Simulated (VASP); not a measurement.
# NbAs (I4_1md) in VASP: further runs

One crystal, NbAs, is run at these levels: PBEsol; tasks: relaxation of cell and atoms.

All numbers are computed with VASP 6.6.1; they aren't measurements. Logs are shortened: lines on timing, memory, paths and dates and some standing lists are left out, and cuts for length are marked.

### Step 1. The structure

It takes space group I4_1md (No. 109, tetragonal). Conventional cell: a = 3.452 Å, b = 3.452 Å, c = 11.680 Å, α = 90.00°, β = 90.00°, γ = 90.00°. Nb (site symmetry 2mm) is surrounded by 6 As at 2.60 to 2.63 Å. As (site symmetry 2mm) is surrounded by 6 Nb at 2.60 to 2.63 Å.

### Step 2. Relaxation of cell and atoms, PBEsol

Input file INCAR:

```
ALGO     = Normal         # electronic algorithm
EDIFF    = 1E-7           # SCF threshold, eV
EDIFFG   = -0.002         # ionic threshold
ENCUT    = 520            # plane-wave cutoff, eV
GGA      = PS             # functional
IBRION   = 2              # ionic algorithm
ISIF     = 3              # what is computed and relaxed
ISMEAR   = 0              # smearing method
KPAR     = 4            
LASPH    = True           # aspherical terms in the spheres
LCHARG   = False          # write CHGCAR
LREAL    = False          # projectors in reciprocal space
LWAVE    = False          # write WAVECAR
NELM     = 100            # most SCF steps
NSW      = 80             # ionic steps
PREC     = Accurate       # precision mode
SIGMA    = 0.1            # smearing width, eV
```

Input file KPOINTS:

```
k-points
0
Gamma
  18 18 18
```

Input file POSCAR:

```
NbAs
1.0
   -1.7258500000      1.7258500000      5.8400000000
    1.7258500000     -1.7258500000      5.8400000000
    1.7258500000      1.7258500000     -5.8400000000
Nb As
2 2
Direct
    0.0000000000      0.0000000000      0.0000000000
    0.7500000000      0.2500000000      0.5000000000
    0.4160000000      0.4160000000      0.0000000000
    0.1660000000      0.6660000000      0.5000000000
```

Potentials or basis: VASP PAW PBE potentials, release 64 (Nb_sv, As).

Run with:

```console
$ cat potpaw_PBE.64/Nb_sv/POTCAR potpaw_PBE.64/As/POTCAR > POTCAR
$ mpirun -np 4 vasp_std > vasp.out
```

OUTCAR:

```text
EDIFF = 1E-7
   EDIFFG = -0.002
   ENCUT = 520
   GGA = PS
   IBRION = 2
   ISIF = 3
   ISMEAR = 0
   LASPH = True
   LREAL = False
   NELM = 100
   NSW = 80
   PREC = Accurate

 ion  position               nearest neighbor table
   1  0.000  0.000  0.000-   4 2.60   4 2.60   3 2.63   3 2.63   3 2.63   3 2.63
   2  0.750  0.250  0.500-   3 2.60   3 2.60   4 2.63   4 2.63   4 2.63   4 2.63
   3  0.416  0.416  0.000-   2 2.60   2 2.60   1 2.63   1 2.63   1 2.63   1 2.63
   4  0.166  0.666  0.500-   1 2.60   1 2.60   2 2.63   2 2.63   2 2.63   2 2.63

  LATTYP: Found a body centered tetragonal cell.
 ALAT       =     3.4517000000
 C/A-ratio  =     3.3838398470

  Lattice vectors:

 A1 = (  -1.7258500000,   1.7258500000,   5.8400000000)
 A2 = (   1.7258500000,  -1.7258500000,   5.8400000000)
 A3 = (   1.7258500000,   1.7258500000,  -5.8400000000)

Analysis of symmetry for initial positions (statically):
=====================================================================
 Subroutine PRICEL returns:
 Original cell was already a primitive cell.

 Routine SETGRP: Setting up the symmetry group for a
 body centered tetragonal supercell.

 Subroutine GETGRP returns: Found  8 space group operations
 (whereof  4 operations were pure point group operations)
 out of a pool of 16 trial point group operations.

The static configuration has the point symmetry C_2v.
 The point group associated with its full space group is C_4v.

Analysis of symmetry for dynamics (positions and initial velocities):
=====================================================================
 Subroutine PRICEL returns:
 Original cell was already a primitive cell.

 Routine SETGRP: Setting up the symmetry group for a
 body centered tetragonal supercell.

 Subroutine GETGRP returns: Found  8 space group operations
 (whereof  4 operations were pure point group operations)
 out of a pool of 16 trial point group operations.

The dynamic configuration has the point symmetry C_2v.
 The point group associated with its full space group is C_4v.

 Subroutine INISYM returns: Found  8 space group operations
 (whereof  4 operations are pure point group operations),
 and found     1 'primitive' translations

----------------------------------------------------------------------------------------

                                     Primitive cell

  volume of cell :      69.5791

  direct lattice vectors                    reciprocal lattice vectors
[... 97 lines left out ...]
   ISIF   =      3    stress and relaxation
   ISYM   =      2    0-nonsym 1-usesym 2-fastsym
   POTIM  = 0.5000    time-step for ionic-motion
   TEBEG  =    0.0;   TEEND  =   0.0 temperature during run
   PSTRESS=    0.0 pullay stress
   NELECT =      36.0000    total number of electrons
   NUPDOWN=      -1.0000    fix difference up-down
   EMIN   =  10.00;   EMAX   =-10.00  energy-range for DOS
   EFERMI =   0.00;   METHOD = LEGACY
   ISMEAR =     0;   SIGMA  =   0.10  broadening in eV -4-tet -1-fermi 0-gaus
   EFERMI_NEDOS =   21; number of points for ismear=-14 and -15
   IALGO  =     38    algorithm
   IMIX   =      4    mixing-type and parameters
     AMIX     =   0.40;   BMIX     =  1.00
     AMIX_MAG =   1.60;   BMIX_MAG =  1.00
  volume/ion in A,a.u.               =      17.39       117.39
  Fermi-wavevector in a.u.,A,eV,Ry     =   1.314264  2.483599 23.501213  1.727290
  Thomas-Fermi vector in A             =   2.444529
   LORBIT       =      0    0 simple, 1 ext, 2 COOP (PROOUT), +10 PAW based schemes
   GGA     = PS    functional components
   LHFCALC =     F    Hartree Fock is set to
   AEXX    =    0.0000 exact exchange contribution
   IVDW    =     0    specifies the selected vdW correction
   LEPSILON=     F    determine dielectric tensor
   LRPA    =     F    only Hartree local field effects (RPA)
 conjugate gradient relaxation of ions
 non-spin polarized calculation
 Gauss-broadening in eV      SIGMA  =   0.10
  energy-cutoff  :      520.00
  volume of cell :       69.58
 maximum number of plane-waves:      1899
   NGX = 23   NGY = 23   NGZ = 23

--------------------------------------- Ionic step        1  -------------------------------------------

 number of electron      35.9999999 magnetization

 Free energy of the ion-electron system (eV)
  ---------------------------------------------------
  ext. energy  EPLUGINS =         0.00000000
  ---------------------------------------------------
  free energy    TOTEN  =       -35.11291567 eV

  energy without entropy =      -35.11053736  energy(sigma->0) =      -35.11172651

------------------------ aborting loop because EDIFF is reached ----------------------------------------

  FORCE on cell =-STRESS in cart. coord.  units (eV):
  Direction    XX          YY          ZZ          XY          YZ          ZX
  --------------------------------------------------------------------------------------
  -------------------------------------------------------------------------------------
  Total       -1.0974365     -1.0974365     -0.6859993      0.0000000      0.0000000      0.0000000
  in kB      -25.2703386    -25.2703386    -15.7962981      0.0000000      0.0000000      0.0000000
  external PRESSURE =     -22.1123251 kB  Pullay stress =       0.0000000 kB
[... 215 lines left out ...]
--------------------------------------- Ionic step        7  -------------------------------------------

 number of electron      36.0000001 magnetization

 Free energy of the ion-electron system (eV)
  ---------------------------------------------------
  ext. energy  EPLUGINS =         0.00000000
  ---------------------------------------------------
  free energy    TOTEN  =       -35.12748017 eV

  energy without entropy =      -35.12507935  energy(sigma->0) =      -35.12627976

 E-fermi :   9.6859     XC(G=0): -12.0309

 val. band max:        9.6822453772   @ k =  -0.1111   0.3889   0.1111
 cond. band min:       9.6879228778   @ k =  -0.0556   0.5000   0.0556
 fundamental gap:      0.0056775006
 Fermi energy:         9.6858816936

 k-point     1 :       0.0000    0.0000    0.0000
  band No.  band energies     occupation
      1     -45.3044      2.00000
      2     -45.2729      2.00000
      3     -21.5639      2.00000
      4     -21.4475      2.00000
      5     -21.4475      2.00000
      6     -21.2907      2.00000
[... 589 lines left out ...]
     21      11.3414      0.00000
     22      12.3295      0.00000

 [... further k-points ...]
[... 5 lines left out ...]
  --------------------------------------------------------------------------------------
  -------------------------------------------------------------------------------------
  Total       -0.0003753     -0.0003753      0.0004951      0.0000000      0.0000000      0.0000000
  in kB       -0.0087625     -0.0087625      0.0115578      0.0000000      0.0000000      0.0000000
  external PRESSURE =      -0.0019891 kB  Pullay stress =       0.0000000 kB
[... 19 lines left out ...]
  FREE ENERGIE OF THE ION-ELECTRON SYSTEM (eV)
  ---------------------------------------------------
  free  energy   TOTEN  =       -35.1274801734 eV

  energy  without entropy=      -35.1250793466  energy(sigma->0) =      -35.12627976

 reached required accuracy - stopping structural energy minimisation
```

It took 38 min on 4 MPI ranks of Intel Xeon Platinum 8559C (Emerald Rapids), shared host; peak memory 0.87 GiB.

What came out:

```yaml
Free_energy: -35.1275 eV
Relaxed_volume: 17.16 Å³/atom
Relaxed_cell: a = 6.287 Å, b = 6.287 Å, c = 6.287 Å, α = 148.24°, β = 148.24°, γ = 45.54°
Space_group_after_relaxing_to_0.05_Å: I4_1md (No. 109)
Energy_gained_by_relaxing: 3.6 meV/atom
Ionic_steps: 7
Pressure_after_relaxing: 0.0 GPa
Band_gap_on_the_k_mesh: none (metal or under the smearing width)
```

Step by step:
| step | energy change (eV) | largest force (eV/Å) | pressure (GPa) | volume (Å³) |
| --- | --- | --- | --- | --- |
| 1 | 0.0000 | 0.2877 | -2.21 | 69.58 |
| 2 | 0.0067 | 0.0387 | 4.19 | 67.19 |
| 3 | -0.0115 | 0.1499 | 0.51 | 68.50 |
| 4 | -0.0139 | 0.0220 | -0.17 | 68.73 |
| 5 | -0.0139 | 0.0034 | -0.10 | 68.71 |
| 6 | -0.0145 | 0.0009 | -0.03 | 68.66 |
| 7 | -0.0146 | 0.0005 | 0.00 | 68.63 |

Final structure:
```
Nb As
1.0
    -1.72043    1.72043    5.79672
     1.72043   -1.72043    5.79672
     1.72043    1.72043   -5.79672
Nb As
2 2
Direct
  0.99873 0.99873 0.00000
  0.74873 0.24873 0.50000
  0.41727 0.41727 0.00000
  0.16727 0.66727 0.50000
```

Caveat: the PAW data sets were made with another functional, which shifts forces and pressure a little.

### Step 3. Relaxation of cell and atoms, PBEsol

This run uses another cell than the first one, of 17.16 Å³/atom, 0.986 times its volume.

INCAR is that of step 2.

KPOINTS is that of step 2.

Input file POSCAR:

```
NbAs                                    
1.0
   -1.7204318478      1.7204318478      5.7967158700
    1.7204318478     -1.7204318478      5.7967158700
    1.7204318478      1.7204318478     -5.7967158700
  Nb              As            
     2     2
Direct
     0.9987322731140774    0.9987322731140774    0.0000000000000000
     0.7487322731140774    0.2487322731140774    0.5000000000000000
     0.4172677268859193    0.4172677268859193    0.0000000000000000
     0.1672677268859194    0.6672677268859194    0.5000000000000000
```

Potentials or basis: VASP PAW PBE potentials, release 64 (Nb_sv, As).

Run with:

```console
$ cat potpaw_PBE.64/Nb_sv/POTCAR potpaw_PBE.64/As/POTCAR > POTCAR
$ mpirun -np 4 vasp_std > vasp.out
```

OUTCAR:

```text
EDIFF = 1E-7
   EDIFFG = -0.002
   ENCUT = 520
   GGA = PS
   IBRION = 2
   ISIF = 3
   ISMEAR = 0
   LASPH = True
   LREAL = False
   NELM = 100
   NSW = 80
   PREC = Accurate

 ion  position               nearest neighbor table
   1  0.999  0.999  0.000-   4 2.60   4 2.60   3 2.61   3 2.61   3 2.61   3 2.61
   2  0.749  0.249  0.500-   3 2.60   3 2.60   4 2.61   4 2.61   4 2.61   4 2.61
   3  0.417  0.417  0.000-   2 2.60   2 2.60   1 2.61   1 2.61   1 2.61   1 2.61
   4  0.167  0.667  0.500-   1 2.60   1 2.60   2 2.61   2 2.61   2 2.61   2 2.61

  LATTYP: Found a body centered tetragonal cell.
 ALAT       =     3.4408636956
 C/A-ratio  =     3.3693376912

  Lattice vectors:

 A1 = (  -1.7204318478,   1.7204318478,   5.7967158700)
 A2 = (   1.7204318478,  -1.7204318478,   5.7967158700)
 A3 = (   1.7204318478,   1.7204318478,  -5.7967158700)

Analysis of symmetry for initial positions (statically):
=====================================================================
 Subroutine PRICEL returns:
 Original cell was already a primitive cell.

 Routine SETGRP: Setting up the symmetry group for a
 body centered tetragonal supercell.

 Subroutine GETGRP returns: Found  8 space group operations
 (whereof  4 operations were pure point group operations)
 out of a pool of 16 trial point group operations.
[... 170 lines left out ...]

 E-fermi :   9.6859     XC(G=0): -12.0309

 val. band max:        9.6822405341   @ k =  -0.1111   0.3889   0.1111
 cond. band min:       9.6879309953   @ k =  -0.0556   0.5000   0.0556
 fundamental gap:      0.0056904612
 Fermi energy:         9.6858985215

 k-point     1 :       0.0000    0.0000    0.0000
  band No.  band energies     occupation
      1     -45.3043      2.00000
      2     -45.2729      2.00000
      3     -21.5639      2.00000
      4     -21.4474      2.00000
      5     -21.4474      2.00000
      6     -21.2907      2.00000
[... 589 lines left out ...]
     21      11.3414      0.00000
     22      12.3382      0.00000

 [... further k-points ...]
[... 5 lines left out ...]
  --------------------------------------------------------------------------------------
  -------------------------------------------------------------------------------------
  Total       -0.0015305     -0.0015305     -0.0019573      0.0000000      0.0000000      0.0000000
  in kB       -0.0357302     -0.0357302     -0.0456936      0.0000000      0.0000000      0.0000000
  external PRESSURE =      -0.0390513 kB  Pullay stress =       0.0000000 kB

 VOLUME and BASIS-vectors are now :
 -----------------------------------------------------------------------------
  energy-cutoff  :      520.00
  volume of cell :       68.63
      direct lattice vectors                 reciprocal lattice vectors
    -1.720431848  1.720431848  5.796715870     0.000000000  0.290624706  0.086255737
     1.720431848 -1.720431848  5.796715870     0.290624706  0.000000000  0.086255737
     1.720431848  1.720431848 -5.796715870     0.290624706  0.290624706  0.000000000

 POSITION                                       TOTAL-FORCE (eV/Angst)
 -----------------------------------------------------------------------------------
      0.00000      0.00000     11.57873        -0.000000      0.000000     -0.000506
      0.00000      1.72043      2.88366         0.000000     -0.000000     -0.000506
      0.00000      0.00000      4.83756         0.000000     -0.000000      0.000506
      1.72043      0.00000      1.93921        -0.000000      0.000000      0.000506
 -----------------------------------------------------------------------------------
    total drift:                                0.000000      0.000000     -0.000348

  FREE ENERGIE OF THE ION-ELECTRON SYSTEM (eV)
  ---------------------------------------------------
  free  energy   TOTEN  =       -35.1270980796 eV

  energy  without entropy=      -35.1246972356  energy(sigma->0) =      -35.12589766

 reached required accuracy - stopping structural energy minimisation
```

CONTCAR:

```text
NbAs
   1.00000000000000
    -1.7204318478000000    1.7204318478000000    5.7967158699999999
     1.7204318478000000   -1.7204318478000000    5.7967158699999999
     1.7204318478000000    1.7204318478000000   -5.7967158699999999
  Nb              As
     2     2
Direct
     0.9987322731140793    0.9987322731140793    0.0000000000000000
     0.7487322731140793    0.2487322731140793    0.5000000000000000
     0.4172677268859175    0.4172677268859175    0.0000000000000000
     0.1672677268859175    0.6672677268859175    0.5000000000000000

  0.00000000E+00  0.00000000E+00  0.00000000E+00
  0.00000000E+00  0.00000000E+00  0.00000000E+00
  0.00000000E+00  0.00000000E+00  0.00000000E+00
  0.00000000E+00  0.00000000E+00  0.00000000E+00
```

Run time: 7.6 min. Hardware: 4 MPI ranks of Intel Xeon Platinum 8559C (Emerald Rapids), shared host; peak memory 0.84 GiB.

Results:

* Free energy: -35.1271 eV
* Pressure after relaxing: 0.0 GPa
* Band gap on the k mesh: none (metal or under the smearing width)

Final structure:
```xyz
4
Lattice="-1.7204 1.7204 5.7967 1.7204 -1.7204 5.7967 1.7204 1.7204 -5.7967" Properties=species:S:1:pos:R:3 pbc="T T T"
Nb    0.0000    0.0000   11.5787
Nb    0.0000    1.7204    2.8837
As    0.0000    0.0000    4.8376
As    1.7204    0.0000    1.9392
```

Levels at points of the mesh, in eV from the Fermi level:
| k point | band 15 | band 16 | band 17 | band 18 | band 19 | band 20 | band 21 | band 22 |
| --- | --- | --- | --- | --- | --- | --- | --- | --- |
| (0.00, 0.00, 0.00) | -2.11 | -1.71 | -1.39 | -1.39 | 0.69 | 1.29 | 2.51 | 3.03 |
| (0.50, 0.00, 0.00) | -2.30 | -1.81 | -1.42 | -0.05 | 0.05 | 1.22 | 2.16 | 2.34 |
| (0.50, 0.50, 0.00) | -2.81 | -2.81 | -0.63 | -0.63 | 2.46 | 2.46 | 2.74 | 2.74 |
| (0.50, 0.50, 0.50) | -2.58 | -2.58 | -0.53 | -0.53 | 0.98 | 0.98 | 2.00 | 2.00 |

Caveat: the relaxation stopped at its first step, so nothing moved; the PAW data sets were made with another functional, which shifts forces and pressure a little.
